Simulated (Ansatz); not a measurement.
A run of Ansatz 0.2.0 is set up as follows.

The input input.yaml:

```yaml
crystal:
  lattice:
    - [3.249308, 0.0, 0.0]
    - [-1.624654, 2.8139832727, 0.0]
    - [0.0, 0.0, 5.205709]
  atoms:
    - { symbol: Zn, position: [0.6666666667, 0.3333333333, 0.0] }
    - { symbol: Zn, position: [0.3333333333, 0.6666666667, 0.5] }
    - { symbol: O, position: [0.3333333333, 0.6666666667, 0.87901] }
    - { symbol: O, position: [0.6666666667, 0.3333333333, 0.37901] }
hamiltonian:
  xc: pbe
  pseudopotentials: { kind: nc }
kpoints:
  mp_grid: { grid: [9, 9, 5] }
  band_path:
    path:
      - [[0.0, 0.0, 0.0], [0.5, 0.0, 0.0], [0.3333333333, 0.3333333333, 0.0], [0.0, 0.0, 0.0], [0.0, 0.0, 0.5], [0.5, 0.0, 0.5], [0.3333333333, 0.3333333333, 0.5], [0.0, 0.0, 0.5]]
      - [[0.5, 0.0, 0.5], [0.5, 0.0, 0.0]]
      - [[0.3333333333, 0.3333333333, 0.0], [0.3333333333, 0.3333333333, 0.5]]
    npoints: 14
scf:
  occupations: { method: fermi_dirac, width: 0.05 }
  n_extra_bands: 10
output:
  forces: true
  stress: true
  eigenvalues: true
  fatbands: false
  write_density: true
  write_potential: true
  elf: true
  volumetric_format: npy
```

Potentials or basis: Ansatz NC.

Run with:

```bash
$ ansatz run input.yaml --threads 2 --pin off --max-ram 5120MiB --backend cpu --events-out ev --progress --plain --runs-dir out
```

Problem. Estimate the pressure.

Solution. 4.7 GPa.

Problem. Predict the band gap along the path.

Solution. 0.85 eV, direct.

Stress tensor (GPa, compression positive):
```
4.15 0.00 0.00
0.00 4.15 0.00
0.00 0.00 5.81
```

**Experimental background.**

“Electronic structure of alkaline earth and post-transition metal oxides”, 2009, arxiv:0908.1581 quotes, for a bulk crystal of ZnO: band gap 3.37 eV.

Measured gap of ZnO: 3.37 eV (quoted in “Electronic structure of alkaline earth and post-transition metal oxides”, 2009, arxiv:0908.1581). This calculation gives 0.85 eV (-2.52 eV). So large a miss can be the level of theory's own, or it may mean another phase, state or a wrong row. The value is that of PBE, without temperature or zero-point motion. Semilocal functionals fall short of measured gaps as a rule.
